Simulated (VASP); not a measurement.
Data:

```xyz
40
Lattice="-5.2583 5.2583 5.2583 5.2583 -5.2583 5.2583 5.2583 5.2583 -5.2583" Properties=species:S:1:pos:R:3 pbc="T T T"
Y      2.6291     2.6291     2.6291
Y     -2.6291     2.6291     2.6291
Y      2.6291     2.6291    -2.6291
Y      2.6291    -2.6291     2.6291
Y      4.9060     0.0000     2.6291
Y      0.3523     0.0000     7.8874
Y      2.6291     4.9060     0.0000
Y      7.8874     0.3523     0.0000
Y      0.0000     2.6291     4.9060
Y      0.0000     7.8874     0.3523
Y      0.3523     5.2583     2.6291
Y      4.9060     5.2583    -2.6291
Y      2.6291     0.3523     5.2583
Y     -2.6291     4.9060     5.2583
Y      5.2583     2.6291     0.3523
Y      5.2583    -2.6291     4.9060
O      4.1067     1.6080     4.0300
O      6.4099     3.6503     4.0300
O      1.1516     1.6080     6.4866
O     -1.1516     3.6503     6.4866
O      4.0300     4.1067     1.6080
O      4.0300     6.4099     3.6503
O      6.4866     1.1516     1.6080
O      6.4866    -1.1516     3.6503
O      1.6080     4.0300     4.1067
O      3.6503     4.0300     6.4099
O      1.6080     6.4866     1.1516
O      3.6503     6.4866    -1.1516
O      1.1516     3.6503     1.2283
O     -1.1516     1.6080     1.2283
O      4.1067     3.6503    -1.2283
O      6.4099     1.6080    -1.2283
O      1.2283     1.1516     3.6503
O      1.2283    -1.1516     1.6080
O     -1.2283     4.1067     3.6503
O     -1.2283     6.4099     1.6080
O      3.6503     1.2283     1.1516
O      1.6080     1.2283    -1.1516
O      3.6503    -1.2283     4.1067
O      1.6080    -1.2283     6.4099
```

These are PBE GGA, VASP's PBE PAW potentials (set 64) (plane waves; VASP) values and carry that method's errors. Settings: LREAL = Auto, 400 eV cut-off, 3×3×3 Γ-centred mesh, Gaussian smearing of 0.050 eV, potentials Y_sv O.

At this cut-off the stress carries a Pulay error, which pulls relaxed volumes low.

Which forces act on the atoms, in eV/Å?

```json
[
 {"atom": "Y1", "Fx": "0.000", "Fy": "0.000", "Fz": "0.000"},
 {"atom": "Y2", "Fx": "0.000", "Fy": "0.000", "Fz": "0.000"},
 {"atom": "Y3", "Fx": "0.000", "Fy": "0.000", "Fz": "0.000"},
 {"atom": "Y4", "Fx": "0.000", "Fy": "0.000", "Fz": "0.000"},
 {"atom": "Y5", "Fx": "-0.113", "Fy": "0.000", "Fz": "0.000"},
 {"atom": "Y6", "Fx": "0.113", "Fy": "0.000", "Fz": "0.000"},
 {"atom": "Y7", "Fx": "0.000", "Fy": "-0.113", "Fz": "0.000"},
 {"atom": "Y8", "Fx": "0.000", "Fy": "0.113", "Fz": "0.000"},
 {"atom": "Y9", "Fx": "0.000", "Fy": "0.000", "Fz": "-0.113"},
 {"atom": "Y10", "Fx": "0.000", "Fy": "0.000", "Fz": "0.113"},
 {"atom": "Y11", "Fx": "0.113", "Fy": "0.000", "Fz": "0.000"},
 {"atom": "Y12", "Fx": "-0.113", "Fy": "0.000", "Fz": "0.000"},
 {"atom": "Y13", "Fx": "0.000", "Fy": "0.113", "Fz": "0.000"},
 {"atom": "Y14", "Fx": "0.000", "Fy": "-0.113", "Fz": "0.000"},
 {"atom": "Y15", "Fx": "0.000", "Fy": "0.000", "Fz": "0.113"},
 {"atom": "Y16", "Fx": "0.000", "Fy": "0.000", "Fz": "-0.113"},
 {"atom": "O17", "Fx": "-0.072", "Fy": "0.014", "Fz": "-0.436"},
 {"atom": "O18", "Fx": "0.072", "Fy": "-0.014", "Fz": "-0.436"},
 {"atom": "O19", "Fx": "0.072", "Fy": "0.014", "Fz": "0.436"},
 {"atom": "O20", "Fx": "-0.072", "Fy": "-0.014", "Fz": "0.436"},
 {"atom": "O21", "Fx": "-0.436", "Fy": "-0.072", "Fz": "0.014"},
 {"atom": "O22", "Fx": "-0.436", "Fy": "0.072", "Fz": "-0.014"},
 {"atom": "O23", "Fx": "0.436", "Fy": "0.072", "Fz": "0.014"},
 {"atom": "O24", "Fx": "0.436", "Fy": "-0.072", "Fz": "-0.014"},
 {"atom": "O25", "Fx": "0.014", "Fy": "-0.436", "Fz": "-0.072"},
 {"atom": "O26", "Fx": "-0.014", "Fy": "-0.436", "Fz": "0.072"},
 {"atom": "O27", "Fx": "0.014", "Fy": "0.436", "Fz": "0.072"},
 {"atom": "O28", "Fx": "-0.014", "Fy": "0.436", "Fz": "-0.072"},
 {"atom": "O29", "Fx": "0.072", "Fy": "-0.014", "Fz": "0.436"},
 {"atom": "O30", "Fx": "-0.072", "Fy": "0.014", "Fz": "0.436"},
 {"atom": "O31", "Fx": "-0.072", "Fy": "-0.014", "Fz": "-0.436"},
 {"atom": "O32", "Fx": "0.072", "Fy": "0.014", "Fz": "-0.436"},
 {"atom": "O33", "Fx": "0.436", "Fy": "0.072", "Fz": "-0.014"},
 {"atom": "O34", "Fx": "0.436", "Fy": "-0.072", "Fz": "0.014"},
 {"atom": "O35", "Fx": "-0.436", "Fy": "-0.072", "Fz": "-0.014"},
 {"atom": "O36", "Fx": "-0.436", "Fy": "0.072", "Fz": "0.014"},
 {"atom": "O37", "Fx": "-0.014", "Fy": "0.436", "Fz": "0.072"},
 {"atom": "O38", "Fx": "0.014", "Fy": "0.436", "Fz": "-0.072"},
 {"atom": "O39", "Fx": "-0.014", "Fy": "-0.436", "Fz": "-0.072"},
 {"atom": "O40", "Fx": "0.014", "Fy": "-0.436", "Fz": "0.072"}
]
```

Give the stress tensor in GPa (positive for a compressed cell).

```
2.25  0.00  0.00
0.00  2.25  0.00
0.00  0.00  2.25
```
The pressure is its mean diagonal, 2.25 GPa.

The structure was generated: Y2O3 was put into an ordered model structure, a phase also known from measurement. The cell was not relaxed at this level.
